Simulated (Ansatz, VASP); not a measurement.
# H20C59 (graphene armchair nanoribbon, H-capped): VASP beside Ansatz, part 3 of 3

Aim: how closely do two programs agree when they are given the same cell, functional and k mesh? Of the first pair: The structure shown is the start of the Ansatz relaxation below; VASP solves that cell, so the two are compared at the walk's first step.

VASP 6.6.1 and Ansatz 0.2.0.

So far: Set-up; Ansatz: relaxation, RPBE with D3(BJ); VASP: single point, RPBE with D3(BJ), start cell, pair 1; Comparison.

### 6. VASP: single point, RPBE with D3(BJ), relaxed cell, pair 2

Level of this step: RPBE with D3(BJ), spin-polarised from a ferromagnetic start; plane waves and PAW (C, H) (VASP).

The same cell, functional, mesh and smearing now go to VASP, with its own data sets.

Input file INCAR:

```
SYSTEM = H20C59
PREC = Accurate
ENCUT = 520
EDIFF = 1E-06
NELM = 200
ISMEAR = 0
SIGMA = 0.025
LREAL = Auto
ALGO = Normal
GGA = RP
IVDW = 12
NBANDS = 184
ISPIN = 2
MAGMOM = 0.01 0 -0 0.01 -0 0 0 0.01 0.03 0.04 0.01 0.01 0 0 0 0 -0 -0 -0 0 -0 0.02 0 0 0 0 0 0 0 -0 0 -0 0 0.01 0.01 -0 0.01 -0 0 0 0.01 -0 0 -0.01 0.01 -0 0.03 -0.01 0.03 -0.01 0.02 -0 0.03 0 0.3 0.01 -0.01 0.12 -0 -0 0 -0 -0 -0 -0 0 -0 -0 -0 -0 0 0 -0 -0 0 0 0 -0 0
LORBIT = 11
LWAVE = .FALSE.
LCHARG = .FALSE.
ISIF = 2
LASPH = .TRUE.
GGA_COMPAT = .FALSE.
NCORE = 2
```

Input file POSCAR:

```
H20C59
1.0
   21.3042200000      0.0000000000      0.0000000000
    0.0000000000     18.0379400000      0.0000000000
    0.0000000000      0.0000000000     10.0000000000
C H
59 20
Direct
    0.0315300000      0.4014500000      0.5000000000
    0.0677700000      0.3368900000      0.5000000000
    0.1317600000      0.3384900000      0.5000000000
    0.1617800000      0.4072700000      0.5000000000
    0.0213700000      0.5493400000      0.5000000000
    0.0564900000      0.4756100000      0.5000000000
    0.1261200000      0.4752400000      0.5000000000
    0.1630900000      0.5417800000      0.5000000000
    0.0320600000      0.6808100000      0.5000000000
    0.0639000000      0.6109900000      0.5000000000
    0.1307800000      0.6100900000      0.5000000000
    0.1660500000      0.6770900000      0.5000000000
    0.2299300000      0.4067400000      0.5000000000
    0.2636000000      0.3391800000      0.5000000000
    0.3280500000      0.3376600000      0.5000000000
    0.3635000000      0.4035900000      0.5000000000
    0.2306300000      0.5420500000      0.5000000000
    0.2643100000      0.4735500000      0.5000000000
    0.3314300000      0.4723200000      0.5000000000
    0.3662000000      0.5403800000      0.5000000000
    0.2306100000      0.6769300000      0.5000000000
    0.2649500000      0.6097600000      0.5000000000
    0.3332800000      0.6089800000      0.5000000000
    0.3694600000      0.6747800000      0.5000000000
    0.4312100000      0.4018200000      0.5000000000
    0.4638600000      0.3338400000      0.5000000000
    0.5283000000      0.3317000000      0.5000000000
    0.5642600000      0.3973700000      0.5000000000
    0.4334700000      0.5388000000      0.5000000000
    0.4658300000      0.4689600000      0.5000000000
    0.5329300000      0.4667100000      0.5000000000
    0.5685700000      0.5343500000      0.5000000000
    0.4343600000      0.6733200000      0.5000000000
    0.4684100000      0.6060100000      0.5000000000
    0.5367400000      0.6037900000      0.5000000000
    0.5736500000      0.6689900000      0.5000000000
    0.6320400000      0.3944300000      0.5000000000
    0.6635300000      0.3255800000      0.5000000000
    0.7279000000      0.3220300000      0.5000000000
    0.7644300000      0.3871200000      0.5000000000
    0.6357800000      0.5315000000      0.5000000000
    0.6675200000      0.4611000000      0.5000000000
    0.7346800000      0.4577000000      0.5000000000
    0.7708700000      0.5256200000      0.5000000000
    0.6384900000      0.6663600000      0.5000000000
    0.6714700000      0.5983200000      0.5000000000
    0.7394000000      0.5948400000      0.5000000000
    0.7788400000      0.6575300000      0.5000000000
    0.8318000000      0.3833600000      0.5000000000
    0.8675100000      0.3171800000      0.5000000000
    0.9324400000      0.3186500000      0.5000000000
    0.9650100000      0.3879000000      0.5000000000
    0.8377700000      0.5228600000      0.5000000000
    0.8649300000      0.4514200000      0.5000000000
    0.9285600000      0.4487000000      0.5000000000
    0.8437700000      0.6533400000      0.5000000000
    0.8800000000      0.5857500000      0.5000000000
    0.9519100000      0.5908800000      0.5000000000
    0.9695800000      0.6685400000      0.5000000000
    0.0440500000      0.2836600000      0.5000000000
    0.1574100000      0.2867100000      0.5000000000
    0.0536200000      0.7351100000      0.5000000000
    0.1420000000      0.7300900000      0.5000000000
    0.2393500000      0.2864100000      0.5000000000
    0.3512000000      0.2840600000      0.5000000000
    0.2550600000      0.7298100000      0.5000000000
    0.3462800000      0.7284400000      0.5000000000
    0.4383500000      0.2817700000      0.5000000000
    0.5511300000      0.2779400000      0.5000000000
    0.4592800000      0.7259000000      0.5000000000
    0.5510200000      0.7229900000      0.5000000000
    0.6371800000      0.2741000000      0.5000000000
    0.7508000000      0.2682000000      0.5000000000
    0.6644300000      0.7182600000      0.5000000000
    0.7584400000      0.7128300000      0.5000000000
    0.8440700000      0.2636500000      0.5000000000
    0.9577000000      0.2662400000      0.5000000000
    0.8656400000      0.7071700000      0.5000000000
    0.9378600000      0.7147800000      0.5000000000
```

Input file KPOINTS:

```
Automatic mesh
0
Gamma
1 1 1
0 0 0
```

Potentials, in the order of the species: C and H (PBE family, release 64).

On the command line:

```sh
mpirun -np 8 vasp_gam
```

Numbers of over 12 decimals in the logs are rounded to 6 here.

Output:

```text
[banner, memory and clock lines left out]
running    8 mpi-ranks, on    1 nodes
[...]
[... a notice as in an earlier step ...]

 LDA part: xc-table for (Slater+PW92), standard interpolation
 POSCAR, INCAR and KPOINTS ok, starting setup
[...]
entering main loop
       N       E                     dE             d eps       ncg     rms          rms(c)
DAV:   1     0.277485976419E+04    0.27749E+04   -0.96232E+04   808   0.107E+03
DAV:   2     0.259384096299E+02   -0.27489E+04   -0.25679E+04  1192   0.235E+02
DAV:   3    -0.599673561448E+03   -0.62561E+03   -0.62159E+03   968   0.125E+02
DAV:   4    -0.628231406246E+03   -0.28558E+02   -0.28361E+02   944   0.348E+01
[...]
DAV:  41    -0.581817965483E+03   -0.66995E-05   -0.46147E-05   872   0.189E-02    0.197E-02
DAV:  42    -0.581817962117E+03    0.33659E-05   -0.11487E-05   856   0.862E-03    0.168E-02
DAV:  43    -0.581817962210E+03   -0.92396E-07   -0.98369E-07   664   0.235E-03
   1 F= -.60192569E+03 E0= -.60191864E+03  d E =-.140936E-01  mag=     0.9705
```

OUTCAR, selected parts (step 6):

```text
  FREE ENERGIE OF THE ION-ELECTRON SYSTEM (eV)
  ---------------------------------------------------
  free  energy   TOTEN  =      -601.9256882008 eV

  energy  without entropy=     -601.9115945929  energy(sigma->0) =     -601.91864140

 magnetization (x)
# of ion       s       p       d       tot
------------------------------------------
    1        0.004   0.015   0.000   0.019
    2       -0.000  -0.004   0.000  -0.004
    3        0.000   0.002   0.000   0.003
    4       -0.000  -0.004   0.000  -0.004
    5        0.005   0.010   0.000   0.014
    6        0.000  -0.002   0.000  -0.002
    7        0.000   0.000   0.000   0.001
    8       -0.000  -0.001   0.000  -0.001
    9       -0.000  -0.003   0.000  -0.003
   10        0.001   0.005   0.000   0.006
   11        0.000   0.000   0.000   0.001
   12        0.000  -0.001   0.000  -0.001
   13        0.000   0.001   0.000   0.001
[...]
--------------------------------------------------
tot          0.118   0.490   0.000   0.608

[... 1 part as in an earlier step ...]
```

Dispersion corrections of this kind ignore metallic screening and tend to overbind metals.

### 7. Comparison

What differs besides the data sets and the points named for the pairs above, as far as they apply: site moments are counted in spheres of each program's own size. Total energies have different zeros and are not compared.

The two programs side by side:

| quantity | Ansatz | VASP | difference |
| --- | --- | --- | --- |
| gap on the k mesh (eV) | 0.273 | 0.000 | +0.273 |
| total moment (μB) | 2.00 | 0.97 | +1.03 |
| moment on C55 (μB) | 0.30 | 0.49 | -0.20 |

Forces on 7 of the 79 atoms, those with the largest forces and the largest differences (eV/Å; atoms numbered as in POSCAR):

| atom | Ansatz x, y, z | VASP x, y, z |
| --- | --- | --- |
| C3 | -0.006, 0.013, 0.000 | -0.017, -0.067, 0.000 |
| C5 | -0.015, -0.010, 0.000 | -0.240, -0.074, 0.000 |
| C9 | 0.027, -0.019, 0.000 | 0.160, -0.005, 0.000 |
| C10 | -0.004, 0.030, 0.000 | 0.060, 0.215, 0.000 |
| C47 | 0.010, 0.001, 0.000 | -0.076, -0.016, 0.000 |
| C57 | 0.018, 0.004, 0.000 | 0.175, -0.018, 0.000 |
| C58 | -0.016, -0.020, 0.000 | -0.014, -0.143, 0.000 |

The forces differ by 34 meV/Å r.m.s., where the r.m.s. force is 0.006 eV/Å in Ansatz and 0.036 eV/Å in VASP: the atoms lie near their places of rest in Ansatz, so a percentage would say little (all taken over all components). Our record labels this cell a metal in VASP alone; each run is judged by its own test, so with a small gap or wide smearing the label says little about the levels. A gap on the mesh is an upper bound, since the band edges may lie between its points. With vacuum in the cell, a pressure given here is an average over mostly empty space and none of the material. The two runs ended with unlike total or site moments, perhaps in different magnetic states: Ansatz left the typed order; the other differences may follow from that, so they don't measure the programs' precision.

### 8. Summary of results

- r.m.s. force difference (single point, RPBE with D3(BJ), start cell, pair 1): 61 % of the r.m.s. force
- difference in total moment (single point, RPBE with D3(BJ), relaxed cell, pair 2): 1.0 μB
- r.m.s. force difference (single point, RPBE with D3(BJ), relaxed cell, pair 2): 34 meV/Å
- difference in gap on the k mesh (single point, RPBE with D3(BJ), relaxed cell, pair 2): 0.27 eV

What this shows: The r.m.s. force difference is 61 % of the r.m.s. force (single point, RPBE with D3(BJ), start cell, pair 1), beyond the 3 % picked in this series as the mark of a large difference. What causes the difference of the single point, RPBE with D3(BJ), start cell, pair 1 pair stays open here. The runs of the single point, RPBE with D3(BJ), relaxed cell, pair 2 pair ended with unlike moments, so it says little about numerical agreement. By the marks of this series, far apart in the single point, RPBE with D3(BJ), relaxed cell, pair 2 pair: the r.m.s. force difference, 34 meV/Å and the difference in gap on the k mesh, 0.27 eV. What causes the difference of the single point, RPBE with D3(BJ), relaxed cell, pair 2 pair stays open here. How closely two codes agree says nothing of how well the functional describes the real material.

[Lines on the potential files, build, host, timing and source positions are cut from VASP's logs without a mark.]

[Logs are printed without paths, hosts, clocks, repeated set-up lines and the standing remarks that a program may print on its own settings, such as how far it seeks lower states.]

[Hosts, paths, dates, database ids (printed as entryN), source tags and the programs' standing remarks are cut or masked in the printed files.]
